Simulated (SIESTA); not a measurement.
The system is NiO.

```
CELL_PARAMETERS angstrom
0.00000 2.08590 2.08590
2.08590 0.00000 2.08590
2.08590 2.08590 0.00000
ATOMIC_POSITIONS crystal
Ni 0.00000 0.00000 0.00000
O 0.50000 0.50000 0.50000
```

Base run:

```yaml
Program: SIESTA 5.4.2
Functional: PBE
Potentials_or_basis: PseudoDojo 0.4 standard (PBE files)
Basis: DZ (energy shift 0.002 Ry)
Grid_cutoff: 800 Ry
Energy_shift: 0.002 Ry
k_mesh: 11 × 11 × 11
Occupations: fermi-dirac, width 0.05 eV
Spin: collinear spin, ferromagnetic start
Starting_moments: "[1.0, 0.0] μB"
```

Its results: band gap on the k mesh none (metal or under the smearing width); pressure 4.3 GPa; net moment 1.78 μB per cell; site moments Ni +1.46; O +0.32 μB.

Q: After a change of settings the same cell gave: band gap on the k mesh none (metal or under the smearing width); pressure 5.7 GPa; net moment 1.76 μB per cell; site moments Ni +1.46; O +0.30 μB. Which change was it?
A. potentials or basis from PseudoDojo 0.4 standard (PBE files) to SG15 1.2 (PBE files) or PseudoDojo by element; basis from DZ (energy shift 0.002 Ry) to DZP (energy shift 0.002 Ry)
B. functional from PBE to PBEGcGxHEG; basis from DZ (energy shift 0.002 Ry) to DZP (energy shift 0.002 Ry)
C. basis from DZ (energy shift 0.002 Ry) to TZDP (energy shift 0.002 Ry)
D. basis from DZ (energy shift 0.002 Ry) to SZ (energy shift 0.002 Ry)

A: C.

Caveats: semicore shells carry a single zeta, which can move pressures by several GPa and volumes by a few percent; the basis of atomic orbitals isn't converged, which shifts pressures, moduli and gaps; a cell with one magnetic atom can't hold antiferromagnetic order, which such compounds often take; semilocal functionals often make such compounds metallic where correlation or magnetic order opens a gap, which also shifts bond lengths; the basis has no polarisation orbitals (some runs).

Not every run made on this cell is shown here.
